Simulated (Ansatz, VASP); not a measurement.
# One calculation of In, two programs

File INCAR:

```
ALGO = Normal
EDIFF = 1E-6
ENCUT = 520
GGA = CA
ISIF = 2
ISMEAR = -1
LASPH = T
LCHARG = F
LREAL = F
LWAVE = F
NBANDS = 12
NELM = 60
PREC = Accurate
SIGMA = 0.1
```

The input KPOINTS:

```
k-points
0
Gamma
  12 12 12
```

The input POSCAR:

```
In
1.0
    2.8900424476      0.0000000000      0.0000000000
    0.0000000000      2.8900424476      0.0000000000
    0.0000000000      0.0000000000      2.8900424476
In
1
Direct
    0.0000000000      0.0000000000      0.0000000000
```

Input for Ansatz:

```yaml
crystal:
  lattice:
    - [2.8900424476, 0.0, 0.0]
    - [0.0, 2.8900424476, 0.0]
    - [0.0, 0.0, 2.8900424476]
  atoms:
    - { symbol: In, position: [0.0, 0.0, 0.0] }
hamiltonian:
  xc: lda
  pseudopotentials:
    kind: paw
    azcp:
      In: "pseudopotentials/In.paw.azcp"
basis:
  ecutwfc: 420
  fft_grid_basis: typed
kpoints:
  mp_grid: { grid: [12, 12, 12], shift: [0, 0, 0] }
magnetization:
  spin_polarized: false
scf:
  occupations: { method: fermi_dirac, width: 0.1 }
  lower_state_search: "off"
output:
  stress: true
```

Alike in both runs: task single point; functional LDA; k mesh 12 × 12 × 12; occupations fermi-dirac, width 0.1 eV; no spin polarisation.

|  | VASP | Ansatz |
| --- | --- | --- |
| version | VASP 6.6.1 | Ansatz 0.2.0 |
| potentials or method | VASP PAW LDA potentials, release 64 (In_d) | plane waves (420 eV) with PAW, scalar-relativistic |
| plane-wave cutoff (eV) | 520 | 420 |
| valence electrons in the cell | 13 | 13 |

```tsv
	VASP	Ansatz	Ansatz less VASP
pressure (GPa)	4.9	4.8	-0.12
```

Ansatz warned: «pseudo_functional_mismatch».
